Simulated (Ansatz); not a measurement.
Lattice dynamics at Γ of GaAs (F-43m)

Measured values to be reproduced:
- Raman mode: 268 cm⁻¹ (TO phonon; Raman scattering, 532 nm; substrate line seen through GaSe epilayers; TO is forbidden in backscattering from (001); “Molecular Beam Epitaxy of Layered Group III Metal Chalcogenides on GaAs(001) Substrates”, 2020, pmc:7475857)
- Raman mode: 291 cm⁻¹ (LO phonon; Raman scattering, 532 nm; substrate line seen through GaSe epilayers; “Molecular Beam Epitaxy of Layered Group III Metal Chalcogenides on GaAs(001) Substrates”, 2020, pmc:7475857)

Perturbation theory with PBEsol in Ansatz 0.2.0 on the PBEsol cell, ground state and force constants on a 6×6×6 mesh. Calculated for a static, non-magnetic cell.

The symmetry is F-43m (No. 216, cubic); a = 5.657 Å in the conventional setting, 22.63 Å³ an atom. Around Ga lie 4 As at 2.45 Å; around As lie 4 Ga at 2.45 Å.

```yaml
crystal:
  lattice:
    - [0.00000, 2.82874, 2.82874]
    - [2.82874, 0.00000, 2.82874]
    - [2.82874, 2.82874, 0.00000]
  atoms:
    - { symbol: Ga, position: [0.00000, 0.00000, 0.00000] }
    - { symbol: As, position: [0.25000, 0.25000, 0.25000] }
```

Optical modes without the longitudinal term:
```tsv
ω (cm⁻¹)	degeneracy	IR intensity, summed over the level ((D/Å)²/amu)
263	3	8.57
```

The optical mode at Γ lies at 263 cm⁻¹ without the longitudinal term. With the long-range field the highest mode reaches 281 cm⁻¹. By the program's warning the force constants, and with them frequencies and ε⁰, aren't converged on this mesh.

The electronic dielectric tensor ε∞ is 14.24 in all directions. With the ions relaxed, ε⁰ is 16.2 in all directions. Born charges, averaged over directions: Ga +2.11, As -2.11 e.

With one polar mode in a cubic crystal the Lyddane-Sachs-Teller relation applies: (ω_LO/ω_TO)² = (280.8/263.4)² = 1.136, and ε⁰/ε∞ = 16.178/14.239 = 1.136. The refractive index √ε∞ is 3.77.

For comparison, on the r2SCAN cell the mean ε∞ is 11.63 with r2SCAN (ground state on 6×6×6; least gap 0.96 eV), 13.87 with PBE (ground state on 6×6×6; least gap 0.47 eV).

Comparison with experiment:
- Raman mode at 268 cm⁻¹ (TO phonon): the nearest PBEsol mode at Γ lies at 263 cm⁻¹ (-1.7 %).
- Raman mode at 291 cm⁻¹ (LO phonon): the nearest PBEsol mode at Γ, with the long-range field, lies at 281 cm⁻¹ (-3.5 %).
Reports marked as nanostructured, strained, doped, implanted or mixed samples, and transport gaps, were set aside. Modes are paired by degeneracy and infrared activity, where the label gives them, and frequency; they are harmonic.

Spin-orbit coupling is left out.
